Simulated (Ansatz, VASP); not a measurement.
This is a calculation of InAs for VASP 6.6.1. 

INCAR

```
PREC = Accurate
ENCUT = 600
EDIFF = 1E-6
ISMEAR = -1
SIGMA = 0.05
LREAL = False
LASPH = True
NELM = 100
ALGO = Normal
ISIF = 3
LWAVE = False
LCHARG = False
GGA = B5
ALDAX = 1.0
AGGAX = 1.0
AGGAC = 1.0
ALDAC = 0.0
IVDW = 13
VDW_S6 = 1.0
VDW_S8 = 2.34076671
VDW_A1 = 0.44488865
VDW_A2 = 4.0933009
IBRION = 2
NSW = 40
EDIFFG = -0.02
```

Contents of KPOINTS:

```
regular mesh
0
Gamma
  8 8 8
```

The input POSCAR:

```
InAs
1.0
    0.0000000000      3.0180000000      3.0180000000
    3.0180000000      0.0000000000      3.0180000000
    3.0180000000      3.0180000000      0.0000000000
In As
1 1
Direct
    0.0000000000      0.0000000000      0.0000000000
    0.7500000000      0.7500000000      0.7500000000
```

Potentials or basis: VASP PAW PBE potentials, release 64 (In_d, As).

Run with:

```sh
$ cat potpaw_PBE.64/In_d/POTCAR potpaw_PBE.64/As/POTCAR > POTCAR
$ mpirun -np 1 vasp_std > vasp.out
```

**Question.** Translate it to Ansatz 0.2.0. Potentials or basis there: all-electron LAPW, scalar-relativistic.

**Answer.** As run (cutoffs and basis follow the program's own potentials, and thresholds, step limits or extra output files can differ):

The input input.yaml:

```yaml
crystal:
  lattice:
    - [0.0, 3.018, 3.018]
    - [3.018, 0.0, 3.018]
    - [3.018, 3.018, 0.0]
  atoms:
    - { symbol: In, position: [0.0, 0.0, 0.0] }
    - { symbol: As, position: [0.75, 0.75, 0.75] }
kpoints:
  mp_grid: { grid: [8, 8, 8] }
scf:
  occupations: { method: fermi_dirac, width: 0.05 }
hamiltonian:
  xc: blyp
  dispersion: d4
  pseudopotentials: { kind: all_electron, lapw: { basis_error: 0.001 } }
output:
  forces: true
  stress: true
relax:
  f_tol: 0.01
  max_steps: 60
  cell: {}
```

Potentials or basis: all-electron LAPW, scalar-relativistic.

The run is started by

```bash
$ ansatz run input.yaml --threads 1 --pin off --max-ram 3072MiB --backend cpu --events-out ev --progress --plain --runs-dir out
```

Both were run:

|  | VASP | Ansatz |
| --- | --- | --- |
| Relaxed volume | 29.16 Å³/atom | 29.07 Å³/atom |
| Relaxed cell | a = 4.353 Å, b = 4.353 Å, c = 4.353 Å, α = 60.00°, β = 60.00°, γ = 60.00° | a = 4.348 Å, b = 4.348 Å, c = 4.348 Å, α = 60.00°, β = 60.00°, γ = 60.00° |
| Space group after relaxing | F-43m (No. 216) | F-43m (No. 216) |
| Pressure after relaxing | 0.0 GPa | 0.0 GPa |

VASP's potentials were made for PBE.

Where Ansatz's input types no cutoff or centring, it takes its own default and a Γ-centred mesh.

Pressure is positive in compression.
